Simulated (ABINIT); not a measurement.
# TaN (P4_2/mmc) in ABINIT: single point with PBEsol

Aim: the single point of TaN with PBEsol.

All numbers are computed with ABINIT 10.8.3 (patched build); they aren't measurements. Logs are shortened: lines on timing, memory, paths and dates and some standing lists are left out, and cuts for length are marked. The log counts tension as positive stress, the text compression.

### Step 1. The crystal as given

It takes space group P4_2/mmc (No. 131, tetragonal). Conventional cell: a = 3.663 Å, b = 3.663 Å, c = 4.560 Å, α = 90.00°, β = 90.00°, γ = 90.00°. Ta (site symmetry mmm) has 4 N at 2.16 Å as nearest neighbours. Around N (site symmetry -4m2) lie 4 Ta at 2.16 Å and 2 N at 2.28 Å.

The cell comes from a database or a generator and needn't be the stable form of this composition.

### Step 2. Single point, PBEsol

Input file run.abi:

```
pp_dirpath "./"
pseudos "Ta.GGA_PBE-ansatz.xml, N.GGA_PBE-ansatz.xml"

acell 3*1.0 Angstrom
rprim
     3.6630404800     0.0000000000     0.0000000000
     0.0000000000     3.6630404800     0.0000000000
     0.0000000000     0.0000000000     4.5604939800
ntypat 2
znucl 73 7
natom 4
typat 1 1 2 2
xred
     0.0000000000     0.5000000000     0.0000000000
     0.5000000000     0.0000000000     0.5000000000
     0.0000000000     0.0000000000     0.2500000000
     0.0000000000     0.0000000000     0.7500000000

ecut 14.0
pawecutdg 28.0
pawxcdev 0
pawovlp 30

kptopt 1
ngkpt 5 5 4
nshiftk 1
shiftk 0.0 0.0 0.0

ixc -116133

nband 22
occopt 3
tsmear 0.05 eV

nstep 100
tolvrs 1.0e-9

iomode 3
prtwf 0
prtden 0
prteig 0
prtebands 0
prtvol 2
```

Potentials or basis: Ansatz PAW PBE default generated set, frozen core.

The run is started by

```console
> abinit run.abi > log 2>&1
```

run.abo:

```text
[... set-up lines left out ...]
 ETOT  1  -136.92259182759    -1.369E+02 1.826E+00 3.079E+01
 ETOT  2  -138.15072987579    -1.228E+00 2.821E-02 4.160E+01
 ETOT  3  -137.99806426770     1.527E-01 7.048E-03 1.743E+00
 ETOT  4  -138.00075361153    -2.689E-03 7.679E-03 1.011E+00
 ETOT  5  -137.99919537083     1.558E-03 2.460E-03 8.854E-02
 ETOT  6  -137.99874684177     4.485E-04 2.762E-03 1.026E-02
 ETOT  7  -137.99868954751     5.729E-05 6.025E-04 3.158E-04
 ETOT  8  -137.99869044331    -8.958E-07 1.685E-03 9.802E-05
 ETOT  9  -137.99869027330     1.700E-07 4.118E-04 1.165E-05
 ETOT 10  -137.99869020667     6.663E-08 8.275E-04 2.723E-06
 ETOT 11  -137.99869019560     1.107E-08 1.389E-04 3.745E-08
 ETOT 12  -137.99869019559     6.253E-12 2.482E-04 2.487E-09
 ETOT 13  -137.99869019563    -3.436E-11 2.728E-05 3.959E-10

 At SCF step   13       nres2   =  3.96E-10 < tolvrs=  1.00E-09 =>converged.

 Cartesian components of stress tensor (hartree/bohr^3)
  sigma(1 1)=  1.23830129E-03  sigma(3 2)=  0.00000000E+00
  sigma(2 2)=  1.23830129E-03  sigma(3 1)=  0.00000000E+00
  sigma(3 3)=  2.28960260E-04  sigma(2 1)=  0.00000000E+00

--- !ResultsGS
iteration_state: {dtset: 1, }
comment   : Summary of ground state results
lattice_vectors:
- [  6.9221433,   0.0000000,   0.0000000, ]
- [  0.0000000,   6.9221433,   0.0000000, ]
- [  0.0000000,   0.0000000,   8.6180846, ]
lattice_lengths: [   6.92214,    6.92214,    8.61808, ]
lattice_angles: [ 90.000,  90.000,  90.000, ] # degrees, (23, 13, 12)
lattice_volume:   4.1294473E+02
convergence: {deltae: -3.436E-11, res2:  3.959E-10, residm:  2.728E-05, diffor: null, }
etotal    :  -1.37998690E+02
entropy   :   0.00000000E+00
fermie    :   2.85328595E-01
cartesian_stress_tensor: # hartree/bohr^3
- [  1.23830129E-03,   0.00000000E+00,   0.00000000E+00, ]
- [  0.00000000E+00,   1.23830129E-03,   0.00000000E+00, ]
- [  0.00000000E+00,   0.00000000E+00,   2.28960260E-04, ]
pressure_GPa:  -2.6533E+01
xred      :
- [  0.0000E+00,   5.0000E-01,   0.0000E+00, Ta]
- [  5.0000E-01,   0.0000E+00,   5.0000E-01, Ta]
- [  0.0000E+00,   0.0000E+00,   2.5000E-01,  N]
- [  0.0000E+00,   0.0000E+00,   7.5000E-01,  N]
cartesian_forces: # hartree/bohr
- [ -5.69809719E-32,  -4.27357289E-32,  -1.53571128E-24, ]
- [ -5.69809719E-32,  -4.27357289E-32,  -1.53571128E-24, ]
- [  1.70942916E-31,  -4.27357289E-32,   7.67855642E-24, ]
- [ -5.69809719E-32,   1.28207187E-31,  -4.60713385E-24, ]
force_length_stats: {min:   1.53571128E-24, max:   7.67855642E-24, mean:   3.83927821E-24, }
...

 Integrated electronic density in atomic spheres:
 ------------------------------------------------
 Atom  Sphere_radius  Integrated_density
    1        2.63806         11.12476463
    2        2.63806         11.11016579
    3        1.93319          4.94991493
    4        1.93319          4.94991493

[... 241 lines left out ...]
  -0.28166   -0.24767    0.05942    0.07186    0.09039    0.12456    0.15288    0.18279
   0.21072    0.23973    0.32033    0.32579    0.33182    0.35579
      occupation numbers for kpt#  17
   2.00000    2.00000    2.00000    2.00000    2.00000    2.00000    2.00000    2.00000
   2.00000    2.00000    2.00000    2.00000    2.00000    2.00000    2.00000    2.00000
   2.00000    2.00000    0.00000    0.00000    0.00000    0.00000
 kpt#  18, nband= 22, wtk=  0.04000, kpt=  0.4000  0.4000  0.5000 (reduced coord)
  -2.25389   -2.25389   -1.02563   -1.02563   -1.02280   -1.02280   -1.01769   -1.01769
  -0.25723   -0.25723    0.08003    0.08003    0.08909    0.08909    0.16408    0.16408
   0.22389    0.22389    0.32860    0.32860    0.35564    0.35564
      occupation numbers for kpt#  18
   2.00000    2.00000    2.00000    2.00000    2.00000    2.00000    2.00000    2.00000
   2.00000    2.00000    2.00000    2.00000    2.00000    2.00000    2.00000    2.00000
   2.00000    2.00000    0.00000    0.00000    0.00000    0.00000
 Total charge density [el/Bohr^3]
)     Maximum=    6.7609E-01  at reduced coord.    0.0000    0.5833    0.9556
)Next maximum=    6.7609E-01  at reduced coord.    0.0000    0.4167    0.9556
)     Minimum=    6.7785E-03  at reduced coord.    0.5000    0.0000    0.0000
)Next minimum=    6.8030E-03  at reduced coord.    0.0000    0.5000    0.4889
   Integrated=    3.6000E+01

--- !EnergyTerms
iteration_state     : {dtset: 1, }
comment             : Components of total free energy in Hartree
kinetic             :  3.58694560128995E+01
hartree             :  2.39936598435071E+01
xc                  : -2.00839900618024E+01
Ewald energy        : -1.04929219772840E+02
psp_core            :  7.37223490914355E+00
local_psp           : -7.81924519375317E+01
PAW spherical_terms : -2.02781788004999E+00
internal            : -1.37998128886674E+02
'-kT*entropy'       : -5.54214775843193E-04
total_energy        : -1.37998683101450E+02
total_energy_eV     : -3.75513546731028E+03
...

--- !EnergyTermsDC
iteration_state     : {dtset: 1, }
comment             : '"Double-counting" decomposition of free energy'
band_energy         : -2.00594682858891E+01
Ewald energy        : -1.04929219772840E+02
psp_core            :  7.37223490914355E+00
xc_dc               : -2.38237953887664E+01
PAW spherical_terms :  3.44211255750013E+00
internal            : -1.37998135980852E+02
'-kT*entropy'       : -5.54214775843193E-04
total_energy_dc     : -1.37998690195628E+02
total_energy_dc_eV  : -3.75513566035269E+03
...

--- !EnergyTermsWithPAWCore
iteration_state     : {dtset: 1, }
comment             : 'Components of total free energy, including PAW core contributions'
Total energy        : -2.86547034212836E+04
Total energy DC     : -2.86547034283777E+04
Total energy (eV)   : -7.79734202560580E+05
Total energy DC (eV): -7.79734202753623E+05
...

 Cartesian components of stress tensor (hartree/bohr^3)
  sigma(1 1)=  1.23830129E-03  sigma(3 2)=  0.00000000E+00
  sigma(2 2)=  1.23830129E-03  sigma(3 1)=  0.00000000E+00
  sigma(3 3)=  2.28960260E-04  sigma(2 1)=  0.00000000E+00

-Cartesian components of stress tensor (GPa)         [Pressure= -2.6533E+01 GPa]
- sigma(1 1)=  3.64320819E+01  sigma(3 2)=  0.00000000E+00
- sigma(2 2)=  3.64320819E+01  sigma(3 1)=  0.00000000E+00
- sigma(3 3)=  6.73624343E+00  sigma(2 1)=  0.00000000E+00

== END DATASET(S) ==============================================================
================================================================================

 -outvars: echo values of variables after computation  --------
            acell      1.8897261259E+00  1.8897261259E+00  1.8897261259E+00 Bohr
           etotal     -1.3799869020E+02
            fcart     -5.6980971902E-32 -4.2735728926E-32 -1.5357112842E-24
                      -5.6980971902E-32 -4.2735728926E-32 -1.5357112842E-24
                       1.7094291571E-31 -4.2735728926E-32  7.6785564211E-24
                      -5.6980971902E-32  1.2820718678E-31 -4.6071338526E-24
            rprim      3.6630404800E+00  0.0000000000E+00  0.0000000000E+00
                       0.0000000000E+00  3.6630404800E+00  0.0000000000E+00
                       0.0000000000E+00  0.0000000000E+00  4.5604939800E+00
           strten      1.2383012935E-03  1.2383012935E-03  2.2896026043E-04
                       0.0000000000E+00  0.0000000000E+00  0.0000000000E+00
           xangst      0.0000000000E+00  1.8315202400E+00  0.0000000000E+00
                       1.8315202400E+00  0.0000000000E+00  2.2802469900E+00
                       0.0000000000E+00  0.0000000000E+00  1.1401234950E+00
                       0.0000000000E+00  0.0000000000E+00  3.4203704850E+00
             xred      0.0000000000E+00  5.0000000000E-01  0.0000000000E+00
                       5.0000000000E-01  0.0000000000E+00  5.0000000000E-01
                       0.0000000000E+00  0.0000000000E+00  2.5000000000E-01
                       0.0000000000E+00  0.0000000000E+00  7.5000000000E-01
 Calculation completed.
```

It took 53 s on 1 thread of Intel Xeon 6975P-C (Granite Rapids), shared host; peak memory 0.24 GiB.

Results:

```yaml
Free_energy: -3755.1357 eV
Band_gap_on_the_k_mesh: none (metal or under the smearing width)
```

Levels at points of the mesh, in eV from the Fermi level:
```tsv
k point	band 16	band 17	band 18	band 19	band 20	band 21
(0.00, 0.00, 0.00)	-3.61	-1.75	0.20	1.22	1.23	1.72
(0.00, 0.00, 0.50)	-3.37	-2.86	-2.86	1.10	1.10	1.54
```

Caveat: the cutoff is too short for stress, so the log's stress isn't used; the PAW data sets were made with another functional, which shifts forces and pressure a little; the atomic spheres overlap. The run has no spin-orbit coupling, so splittings on Ta are missing.
